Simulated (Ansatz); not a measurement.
# blue phosphorene on ZrC(111): work function and capacitance, part 2 of 4

How does blue phosphorene on ZrC(111) act as a gate dielectric or work-function layer?

Ansatz 0.2.0; plane-wave DFT, PBE-D3(BJ), Ansatz PAW.

So far, work function, upper face (eV): step 2 (the bare metal) 4.43.

## 3. Film on the metal, relaxed, 9 atoms, units 1

System of this step: 1 unit of blue phosphorene on ZrC(111). The cell holds 9 atoms: 4 Zr, 3 C and 2 P. Cell: a = 3.280 Å, b = 3.280 Å, c = 30.567 Å, α = 90.0°, β = 90.0°, γ = 120.0°. Regions: metal, 7 atoms (4 Zr and 3 C); film, 2 atoms (2 P). Vacuum lies along c.

The structure is relaxed first, because levels and dipoles at a surface follow the positions of the outer atoms.

Input file input.yaml:

```yaml
crystal:
  lattice:
    - [3.28, 0.0, 0.0]
    - [-1.64, 2.8405633244, 0.0]
    - [0.0, 0.0, 30.566700718]
  atoms:
    - { symbol: Zr, position: [0.66666667, 0.33333333, 0.294438058] }
    - { symbol: C, position: [0.0, 0.0, 0.3392946096] }
    - { symbol: Zr, position: [0.33333333, 0.66666667, 0.3841511611] }
    - { symbol: C, position: [0.66666667, 0.33333333, 0.4290077127] }
    - { symbol: Zr, position: [0.0, 0.0, 0.4738642642] }
    - { symbol: C, position: [0.33333333, 0.66666667, 0.5187208158] }
    - { symbol: Zr, position: [0.66666667, 0.33333333, 0.5635773673] }
    - { symbol: P, position: [0.66666667, 0.33333333, 0.6649949206] }
    - { symbol: P, position: [0.33333333, 0.66666667, 0.705561942] }
kpoints:
  mp_grid: { grid: [12, 12, 1] }
hamiltonian:
  xc: pbe
  dispersion: d3bj
scf:
  occupations: { method: fermi_dirac, width: 0.1 }
  convergence: { dr2_threshold: 1.0e-09 }
efield:
  axis: 3
  dipole_correction: true
  ramp_position: 0.97
  ramp_width: 0.06
relax:
  f_tol: 0.01
  max_steps: 90
  constraints: [{ sites: [0, 1, 2] }]
output:
  write_potential: true
  write_density: true
  volumetric_format: npy
```

Started as:

```console
> ansatz run input.yaml --threads 4 --pin off --max-ram 8192MiB --backend cpu --events-out ev --progress --plain --runs-dir out
```

Numbers of over 12 decimals in the logs are rounded to 6 here.

Log:

```text
[...]
Crystal: 9 atoms, lattice volume = 284.791 Å³
Basis set: ecut = 420 eV, 5683 PW (Γ), exchange–correlation on 48×48×432 points (8 copies of the dense FFT grid, shifted against one another)
Bands: 44, of which v1, the nominal top of the filled ones, is band 35 counted from 1 (34 counted from 0)
Symmetry: 6 space group operations
[...]
k-points: 19 of 144 (time reversal used)
[...]
SCF iter   1: F=—  HF=-19006.572657 eV  |F-HF|=—  |Δ(HF+E_count)|=         —  Δρ=5.33e-3  dr2=2.40e0  ethr=1.77e-3  p=0.005 e·Å  D=3.33e-3 V/Å  ΔV_dip=-0.10 eV  dr2_dipole=8.86e-1  V_vac-E_F(+/−)=4.56/4.67 eV  ⟨swp⟩=8.2  Hψ=4159  notcnv=0
[...]
SCF iter  11: F=-19006.527257 eV  HF=-19006.527257 eV  |F-HF|=5.53e-10  |Δ(HF+E_count)|=   7.85e-9  Δρ=1.94e-7  dr2=2.54e-10  ethr=1.43e-12  p=-0.011 e·Å  D=-7.00e-3 V/Å  ΔV_dip=0.21 eV  dr2_dipole=2.96e-12  V_vac-E_F(+/−)=4.55/4.34 eV  ⟨swp⟩=9.1  Hψ=5242  notcnv=0
SCF 1 converged in 11 iterations: F = -19006.527257 eV  dr2 = 2.54e-10
[...]
relax step   1: F+E_penalty+E_count = -19006.52725701 eV  Δ(F+E_penalty+E_count) = +0.000e0 eV  max|allowed force component| = 1.848e0 eV/Å  Δτ_max = 0.0000 Å  (11 SCF iters, accepted)
[...]
SCF iter  11: F=-19006.896623 eV  HF=-19006.896623 eV  |F-HF|=1.86e-9  |Δ(HF+E_count)|=   3.37e-9  Δρ=2.99e-7  dr2=4.71e-10  ethr=1.43e-12  p=-0.016 e·Å  D=-9.86e-3 V/Å  ΔV_dip=0.30 eV  dr2_dipole=3.79e-11  V_vac-E_F(+/−)=4.62/4.32 eV  ⟨swp⟩=7.6  Hψ=5455  notcnv=0
SCF 2 converged in 11 iterations: F = -19006.896623 eV  dr2 = 4.71e-10
relax step   2: F+E_penalty+E_count = -19006.89662282 eV  Δ(F+E_penalty+E_count) = -3.694e-1 eV  max|allowed force component| = 6.309e-1 eV/Å  Δτ_max = 0.1949 Å  (11 SCF iters, accepted)
[...]
SCF iter  12: F=-19007.087749 eV  HF=-19007.087749 eV  |F-HF|=2.55e-11  |Δ(HF+E_count)|=   1.80e-9  Δρ=1.23e-7  dr2=9.52e-11  ethr=1.43e-12  p=-0.021 e·Å  D=-1.34e-2 V/Å  ΔV_dip=0.41 eV  dr2_dipole=9.24e-12  V_vac-E_F(+/−)=4.72/4.31 eV  ⟨swp⟩=8.1  Hψ=4827  notcnv=0
SCF 3 converged in 12 iterations: F = -19007.087749 eV  dr2 = 9.52e-11
relax step   3: F+E_penalty+E_count = -19007.08774920 eV  Δ(F+E_penalty+E_count) = -1.911e-1 eV  max|allowed force component| = 4.234e-1 eV/Å  Δτ_max = 0.1950 Å  (12 SCF iters, accepted)
[...]
relax step   4: F+E_penalty+E_count = -19007.14228956 eV  Δ(F+E_penalty+E_count) = -5.454e-2 eV  max|allowed force component| = 8.761e-1 eV/Å  Δτ_max = 0.1949 Å  (11 SCF iters, accepted)
[...]
relax step   5: F+E_penalty+E_count = -19007.19517683 eV  Δ(F+E_penalty+E_count) = -5.289e-2 eV  max|allowed force component| = 1.458e-1 eV/Å  Δτ_max = 0.1035 Å  (12 SCF iters, accepted)
SCF iter   1: F=—  HF=-19007.196631 eV  |F-HF|=—  |Δ(HF+E_count)|=         —  Δρ=5.45e-4  dr2=1.55e-3  ethr=5.67e-5  p=-0.023 e·Å  D=-1.44e-2 V/Å  ΔV_dip=0.44 eV  dr2_dipole=4.29e-4  V_vac-E_F(+/−)=4.77/4.33 eV  ⟨swp⟩=2.1  Hψ=1673  notcnv=0
[...]
SCF iter   8: F=-19007.196451 eV  HF=-19007.196451 eV  |F-HF|=3.22e-9  |Δ(HF+E_count)|=   4.44e-9  Δρ=4.36e-7  dr2=9.38e-10  ethr=1.43e-12  p=-0.023 e·Å  D=-1.44e-2 V/Å  ΔV_dip=0.44 eV  dr2_dipole=9.92e-12  V_vac-E_F(+/−)=4.77/4.33 eV  ⟨swp⟩=9.1  Hψ=5454  notcnv=0
SCF 6 converged in 8 iterations: F = -19007.196451 eV  dr2 = 9.38e-10
relax step   6: F+E_penalty+E_count = -19007.19645085 eV  Δ(F+E_penalty+E_count) = -1.274e-3 eV  max|allowed force component| = 5.217e-3 eV/Å  Δτ_max = 0.0133 Å  (8 SCF iters, accepted)
NSCF: frozen V_eff on 19 k-points
the band table was solved once a step of the walk had ended and its energy, with any forces and stress, was formed, with the checks that follow a solve (3948 applications of the Hamiltonian). They found nothing against the state; the energy, forces and stress were not computed again (output.eigenvalues in the input reference)
SCF converged after 8 iterations
Free energy (F): -19007.196451 eV
[...]
Internal energy: -19007.033318 eV  (E = F + TS)
E sigma→0 (E₀):  -19007.114885 eV
Entropy (-TS):   -0.163133 eV (-18.126 meV/atom)
Fermi energy:    4.036755 eV
Dipole field:    D = -0.014440 V/Å  (p = -0.022726 e·Å, saw-weighted, corrected)
Work function:   Φ+ = 4.7687 eV   Φ− = 4.3273 eV
[...]
--- Forces (eV/Å), atoms counted from 1 ---
  atom   1  Zr    -0.00000000     0.00000000     2.00777289
  atom   2  C      0.00000000    -0.00000000    -1.63360693
  atom   3  Zr    -0.00000000     0.00000000    -0.37374396
  atom   4  C     -0.00000000     0.00000000    -0.00337423
  atom   5  Zr     0.00000000    -0.00000000     0.00277265
  atom   6  C     -0.00000000     0.00000000    -0.00392224
  atom   7  Zr     0.00000000    -0.00000000     0.00081023
  atom   8  P      0.00000000    -0.00000000     0.00521655
  atom   9  P     -0.00000000     0.00000000    -0.00194302
  max |Σ_I F_I| component: 1.81e-5 eV/Å
--- Band table (eV; the first three rows and the last of 19) ---
  k-point 0: bands = [... 31 lower, 2.9520, 2.9520, 3.5259, 4.4554, 4.9820, 4.9820, 5.7960, 5.7960, ... 5 higher]
  k-point 1: bands = [... 31 lower, 2.5749, 2.8951, 3.5467, 4.4420, 4.7322, 5.1203, 5.3387, 5.7376, ... 5 higher]
  k-point 2: bands = [... 31 lower, 2.1002, 2.7590, 3.4588, 3.9324, 4.5238, 4.8551, 5.4053, 5.5247, ... 5 higher]
  k-point 18: bands = [... 31 lower, 1.4474, 1.6286, 3.3481, 4.0101, 4.3113, 4.4969, 5.3351, 6.3410, ... 5 higher]
--- Relaxed structure (6 steps of the walk, 6 accepted, 0 SCFs on fresh bases) ---
  F+E_penalty+E_count = -19007.19645085 eV   max|allowed force component| = 5.217e-3 eV/Å
  atoms:
    - { symbol: Zr, position: [0.666667, 0.333333, 0.294438058] }
    - { symbol: C, position: [-3.540834784316654e-17, 1.2335811424934132e-17, 0.3392946096] }
    - { symbol: Zr, position: [0.333333, 0.666667, 0.3841511611] }
    - { symbol: C, position: [0.666667, 0.333333, 0.428761] }
    - { symbol: Zr, position: [-3.5408347843166426e-17, 1.2335811424934583e-17, 0.470264] }
    - { symbol: C, position: [0.333333, 0.666667, 0.519776] }
    - { symbol: Zr, position: [0.666667, 0.333333, 0.556738] }
    - { symbol: P, position: [0.666667, 0.333333, 0.643152] }
    - { symbol: P, position: [0.333333, 0.666667, 0.683596] }
```

Run time: 94 s. Hardware: 4 threads of Intel Xeon at 2.50GHz (Skylake/Cascade Lake), shared host; peak memory 0.78 GiB.

Relaxation path:

| step | energy less that of the first step (eV) | largest force component (eV/Å) |
| --- | --- | --- |
| 1 | 0.0000 | 1.8475 |
| 2 | -0.3694 | 0.6309 |
| 3 | -0.5605 | 0.4234 |
| 4 | -0.6150 | 0.8761 |
| 5 | -0.6679 | 0.1458 |
| 6 | -0.6692 | 0.0052 |

Forces are held to the 6 operations that the run works with; a distortion that breaks them can't arise in this run.

The atoms that moved most (Å):

| atom | dx | dy | dz | length |
| --- | --- | --- | --- | --- |
| P9 | 0.000 | 0.000 | -0.671 | 0.671 |
| P8 | 0.000 | 0.000 | -0.668 | 0.668 |
| Zr7 | 0.000 | 0.000 | -0.209 | 0.209 |
| Zr5 | 0.000 | 0.000 | -0.110 | 0.110 |
| C6 | 0.000 | 0.000 | 0.032 | 0.032 |
| C4 | 0.000 | 0.000 | -0.008 | 0.008 |

This step gave:

* energy at zero smearing: -19007.1149 eV
* work function, upper face: 4.769 eV
* work function, lower face: 4.327 eV
* dipole along the normal: -0.02273 e·Å
* step between the vacuum levels: 0.4414 eV

Running mean over 2.742 and then 4.44 Å of the planar mean; the ramp of the sawtooth is left out. Electron's electrostatic potential energy less the Fermi level against z:

z (Å), electron's electrostatic potential energy less the Fermi level (eV) and a bar from the least value:
```
        4        4.3 #############################
        5        3.9 ############################
        6        2.3 #########################
        7       -0.5 ###################
        8       -3.7 #############
        9       -6.7 #######
       10       -8.9 ###
       11       -9.8 #
       12      -10.0 
       13      -10.0 
       14      -10.2 
       15      -10.2 
       16       -9.5 #
       17       -8.6 ###
       18       -8.0 ####
       19       -7.6 #####
       20       -6.3 ########
       21       -4.2 ############
       22       -1.7 #################
       23        1.5 #######################
       24        3.7 ############################
       25        4.7 ##############################
       26        4.8 ##############################
       27        4.8 ##############################
```

The relaxation took 6 steps and lowered the energy by 0.67 eV; the largest force on the free atoms ends at 0.0052 eV/Å.

The work function is now 4.77 eV, +0.34 eV from the bare metal.

## 4. Atoms held, 9 atoms, units 1, field 0.1 V/Å

A sawtooth potential applies the field, turning back in the middle of the vacuum. With the dipole correction the typed value is the field outside the slab. The induced dipole is small, so the SCF threshold is tight.

Input file input.yaml:

```yaml
crystal:
  lattice:
    - [3.28, 0.0, 0.0]
    - [-1.64, 2.8405633244, 0.0]
    - [0.0, 0.0, 30.566700718]
  atoms:
    - { symbol: Zr, position: [0.6666666667, 0.3333333333, 0.294438058] }
    - { symbol: C, position: [0.0, 0.0, 0.3392946096] }
    - { symbol: Zr, position: [0.3333333333, 0.6666666667, 0.3841511611] }
    - { symbol: C, position: [0.6666666667, 0.3333333333, 0.4287610333] }
    - { symbol: Zr, position: [0.0, 0.0, 0.4702637051] }
    - { symbol: C, position: [0.3333333333, 0.6666666667, 0.5197764978] }
    - { symbol: Zr, position: [0.6666666667, 0.3333333333, 0.5567381383] }
    - { symbol: P, position: [0.6666666667, 0.3333333333, 0.6431515549] }
    - { symbol: P, position: [0.3333333333, 0.6666666667, 0.6835960725] }
kpoints:
  mp_grid: { grid: [12, 12, 1] }
hamiltonian:
  xc: pbe
  dispersion: d3bj
scf:
  occupations: { method: fermi_dirac, width: 0.1 }
  convergence: { dr2_threshold: 1.0e-10 }
efield:
  axis: 3
  dipole_correction: true
  ramp_position: 0.9378
  ramp_width: 0.0802
  amplitude: 0.1
output:
  write_potential: true
  write_density: true
  volumetric_format: npy
```

Log:

```text
[...]
Crystal: 9 atoms, lattice volume = 284.791 Å³
Basis set: ecut = 420 eV, 5683 PW (Γ)
Bands: 44, of which v1, the nominal top of the filled ones, is band 35 counted from 1 (34 counted from 0)
Symmetry: 6 space group operations
[...]
k-points: 19 of 144 (time reversal used)
[...]
SCF iter   1: F=—  HF=-19019.236651 eV  |F-HF|=—  |Δ(HF+E_count)|=         —  Δρ=8.51e-2  dr2=1.38e2  ethr=3.10e-3  p=0.077 e·Å  D=4.88e-2 V/Å  ΔV_dip=-1.49 eV  dr2_dipole=7.93e-1  V_vac-E_F(+/−)=8.42/7.17 eV  ⟨swp⟩=7.8  Hψ=4072  notcnv=0
[...]
SCF iter  17: F=-19007.198141 eV  HF=-19007.198141 eV  |F-HF|=1.46e-11  |Δ(HF+E_count)|=  1.46e-11  Δρ=1.04e-7  dr2=5.77e-11  ethr=1.00e-12  p=0.057 e·Å  D=3.63e-2 V/Å  ΔV_dip=-1.11 eV  dr2_dipole=3.86e-13  V_vac-E_F(+/−)=5.35/3.72 eV  ⟨swp⟩=12.4  Hψ=4032  notcnv=0
SCF 1 converged in 17 iterations: F = -19007.198141 eV  dr2 = 5.77e-11
[...]
WARN: The output density's exchange-correlation potential varies sharply where the density is thin. Do not read a vacuum level from v_tot or v_xc, or from such a field of the output density. On a cell that repeats whose density bears no net charge and no dipole along the vacuum's axis use v_es (v_loc + v_h of the components); under efield.dipole_correction with no amplitude use v_es + v_field, which holds any externa [...]
SCF converged after 17 iterations
Free energy (F): -19007.198141 eV
[...]
Internal energy: -19007.034909 eV  (E = F + TS)
E sigma→0 (E₀):  -19007.116525 eV
Entropy (-TS):   -0.163233 eV (-18.137 meV/atom)
Fermi energy:    4.033341 eV
Dipole field:    D = 0.036324 V/Å  (p = 0.057169 e·Å, saw-weighted, corrected)
Work function:   not extracted (applied field tilts the vacuum); planar V_es + V_field profile in the machine report
[...]
--- Band table (eV; the first three rows and the last of 19) ---
  k-point 0: bands = [... 31 lower, 2.9486, 2.9486, 3.5047, 4.4495, 4.9785, 4.9785, 5.7930, 5.7930, ... 5 higher]
  k-point 1: bands = [... 31 lower, 2.5712, 2.8917, 3.5283, 4.4359, 4.7275, 5.1168, 5.3353, 5.7345, ... 5 higher]
  k-point 2: bands = [... 31 lower, 2.0968, 2.7556, 3.4474, 3.9261, 4.5202, 4.8481, 5.4008, 5.5212, ... 5 higher]
  k-point 18: bands = [... 31 lower, 1.4439, 1.6249, 3.3465, 4.0072, 4.3082, 4.4951, 5.3359, 6.3386, ... 5 higher]
```

It took 32 s on 4 threads; peak memory 0.78 GiB; 100 s of CPU time.

This step gave:

| Property | Result |
| --- | --- |
| energy at zero smearing | -19007.1165 eV |
| dipole along the normal | 0.05717 e·Å |

The dipole is 0.0572 e·Å.

## 5. Atoms held, 9 atoms, units 1, field -0.1 V/Å

Changes to input.yaml since step 4:

```diff
@@ -28,3 +28,3 @@
   ramp_width: 0.0802
-  amplitude: 0.1
+  amplitude: -0.1
 output:
```

Log:

```text
[...]
Crystal: 9 atoms, lattice volume = 284.791 Å³
Basis set: ecut = 420 eV, 5683 PW (Γ)
Bands: 44, of which v1, the nominal top of the filled ones, is band 35 counted from 1 (34 counted from 0)
Symmetry: 6 space group operations
[...]
k-points: 19 of 144 (time reversal used)
[...]
SCF iter   1: F=—  HF=-19019.273313 eV  |F-HF|=—  |Δ(HF+E_count)|=         —  Δρ=8.51e-2  dr2=1.38e2  ethr=3.10e-3  p=-0.077 e·Å  D=-4.88e-2 V/Å  ΔV_dip=1.49 eV  dr2_dipole=7.83e-1  V_vac-E_F(+/−)=7.18/8.45 eV  ⟨swp⟩=7.7  Hψ=4081  notcnv=0
[...]
SCF iter  17: F=-19007.202681 eV  HF=-19007.202681 eV  |F-HF|=8.73e-11  |Δ(HF+E_count)|=  9.09e-11  Δρ=6.22e-8  dr2=1.88e-11  ethr=1.00e-12  p=-0.102 e·Å  D=-6.51e-2 V/Å  ΔV_dip=1.99 eV  dr2_dipole=4.10e-12  V_vac-E_F(+/−)=4.11/4.88 eV  ⟨swp⟩=14.7  Hψ=3915  notcnv=0
SCF 1 converged in 17 iterations: F = -19007.202681 eV  dr2 = 1.88e-11
[...]
SCF converged after 17 iterations
Free energy (F): -19007.202681 eV
[...]
Internal energy: -19007.039650 eV  (E = F + TS)
E sigma→0 (E₀):  -19007.121166 eV
Entropy (-TS):   -0.163031 eV (-18.115 meV/atom)
Fermi energy:    4.058586 eV
Dipole field:    D = -0.065129 V/Å  (p = -0.102503 e·Å, saw-weighted, corrected)
Work function:   not extracted (applied field tilts the vacuum); planar V_es + V_field profile in the machine report
[...]
--- Band table (eV; the first three rows and the last of 19) ---
  k-point 0: bands = [... 31 lower, 2.9738, 2.9738, 3.5653, 4.4797, 5.0038, 5.0038, 5.8173, 5.8173, ... 5 higher]
  k-point 1: bands = [... 31 lower, 2.5969, 2.9169, 3.5834, 4.4666, 4.7552, 5.1421, 5.3605, 5.7591, ... 5 higher]
  k-point 2: bands = [... 31 lower, 2.1221, 2.7808, 3.4884, 3.9571, 4.5458, 4.8804, 5.4281, 5.5466, ... 5 higher]
  k-point 18: bands = [... 31 lower, 1.4694, 1.6507, 3.3681, 4.0313, 4.3327, 4.5170, 5.3527, 6.3617, ... 5 higher]
```

Elapsed: 32 s, on 4 threads; peak memory 0.79 GiB.

This step gave:

* energy at zero smearing: -19007.1212 eV
* dipole along the normal: -0.1025 e·Å

The dipole is -0.103 e·Å.

(Part 2 of 4 ends here.)

[Logs are printed without paths, hosts, clocks, repeated set-up lines and the standing remarks that a program may print on its own settings, such as how far it seeks lower states.]

[Hosts, paths, dates, database ids (printed as entryN), source tags and the programs' standing remarks are cut or masked in the printed files.]

[Maps of the electrostatic potential energy from Ansatz leave out the sawtooth potential of an applied field or a dipole correction, so their vacuum need not be flat; planar profiles and work functions include it.]
